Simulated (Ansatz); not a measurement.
Bulk crystal (C) after relaxation:

```yaml
crystal:
  lattice:
    - [2.49881, 0.00000, 0.00000]
    - [-1.24941, 2.16404, 0.00000]
    - [0.00000, 0.00000, 4.16084]
  atoms:
    - { symbol: C, position: [0.33333, 0.66667, 0.06280] }
    - { symbol: C, position: [0.66667, 0.33333, 0.56280] }
    - { symbol: C, position: [0.33333, 0.66667, 0.43720] }
    - { symbol: C, position: [0.66667, 0.33333, 0.93720] }
```

Miller indices refer to the conventional cell of P6_3/mmc (No. 194), a = 2.499 Å, b = 2.499 Å, c = 4.161 Å, α = 90.00°, β = 90.00°, γ = 120.00°. The bulk's gap is 3.05 eV.

The (102) slab of 23 planes, 11.1 Å thick with 15 Å of vacuum as cut; outer planes C (top) and C (bottom).

Method: DFT PBEsol, scalar-relativistic, plane waves, PAW (Ansatz 0.2.0). Cutoff 420 eV; k points 11×5×1 on the computed 30-atom cell (Γ-centred); Gaussian smearing, width 0.05 eV; no spin polarisation. A dipole correction removes the field between periodic images along c.

This cut of an insulator is polar or leaves open shells, so the slab is metallic here; real surfaces compensate by reconstruction or adsorbates.

With the atoms at the bulk's places:

| Item | Value |
| --- | --- |
| Surface energy (mean of both faces) | 8.29 J/m² |
| Gap of the slab on the mesh | none (metal or semimetal) |
| Work function | 6.75 eV |

**Question.** What changes when all atoms relax within this surface cell and its symmetry?

**Answer.** The energy falls by 1.576 J/m² a face, and the largest move is 0.17 Å.

```
Surface energy (mean of both faces) : 6.72 J/m²
Gap of the slab on the mesh         : none (metal or semimetal)
Work function                       : 5.46 eV
```

```tsv
plane (bottom to top)	atoms	spacing to next, bulk (Å)	relaxed (Å)	change (%)	rumpling (Å)
1	C	0.623	0.563	-9.7	0.000
2	C	0.438	0.351	-20.0	0.000
3	C2	0.438	0.390	-11.0	0.159
4	C	0.623	0.679	+8.9	0.000
5	C	0.438	0.456	+4.0	0.000
6	C2	0.438	0.429	-2.1	0.087
7	C	0.623	0.626	+0.5	0.000
8	C	0.438	0.428	-2.5	0.000
9	C2	0.438	0.449	+2.3	0.119
10	C	0.623	0.621	-0.4	0.000
11	C	0.438	0.437	-0.4	0.000
12	C2	0.438	0.437	-0.4	0.125
13	C	0.623	0.621	-0.4	0.000
14	C	0.438	0.449	+2.3	0.000
15	C2	0.438	0.428	-2.5	0.119
16	C	0.623	0.626	+0.5	0.000
17	C	0.438	0.429	-2.1	0.000
18	C2	0.438	0.456	+4.0	0.087
19	C	0.623	0.679	+8.9	0.000
20	C	0.438	0.390	-11.0	0.000
21	C2	0.438	0.351	-20.0	0.159
22	C	0.623	0.563	-9.7	0.000
23	C				0.000
```